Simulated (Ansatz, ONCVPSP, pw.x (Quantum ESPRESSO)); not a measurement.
**hydrogen (H) (bcc): variants of one ONCV potential in the solid**

```json
{
  "Element": "H",
  "Generator": "ONCVPSP 4.0.1",
  "Type": "optimised norm-conserving Vanderbilt (ONCV)",
  "Functional": "PBE",
  "Relativity": "scalar-relativistic",
  "Frozen core": "none",
  "Valence charge": "1",
  "Reference configuration": "1s1",
  "Partial waves": "1s: rc 1.30 bohr, ncon 4, nbas 7, qcut 5.9 1/bohr, 1 projector; p scattering state at 0.1 Ha: rc 1.40 bohr, ncon 4, nbas 7, qcut 4.9 1/bohr, 2 projectors, debl 1.2 Ha",
  "Local potential": "polynomial inside 0.95 bohr (lpopt 5, dvloc0 2 Ha)",
  "Core correction": "none"
}
```

Crystal test: bcc H in pw.x 7.5, no spin, 18³ k-points, Fermi–Dirac smearing 0.01 Ry, cutoffs set for each file from its atomic test. The reference is all-electron LAPW (Ansatz 0.2.0) with the same functional, mesh and smearing; V0 and B0 come from Birch–Murnaghan fits to the pressures at five volumes. Errors are pseudo minus all-electron; Δ is the rms difference of the E(V) curves that follow from these fits, minima aligned, over ±6 % about the mean V0. Mesh and smearing are coarse, so the numbers serve the comparison and aren't converged zero-temperature values; the lattice is a test structure that the element need not adopt.

All-electron: a0 = 1.811 Å (V0 = 2.97 Å³/atom), B0 = 107.8 GPa.

```tsv
change	cutoffs (Ry)	pw.x	a0 (Å)	a0 error (%)	B0 error (%)	Δ (meV/atom)	mean pressure error (GPa)
base	45/180	converged	1.814	+0.20	-0.7	0.4	+0.62
p: rc 1	45/180	converged	1.814	+0.21	-0.6	0.4	+0.65
p: rc 1.34	45/180	converged	1.814	+0.20	-0.7	0.4	+0.63
p: rc 1.56	45/180	converged	1.814	+0.18	-0.8	0.4	+0.57
p: rc 1.8	45/180	converged	1.813	+0.15	-0.8	0.3	+0.47
p: rc 1.98	45/180	converged	1.813	+0.11	-0.8	0.2	+0.36
```
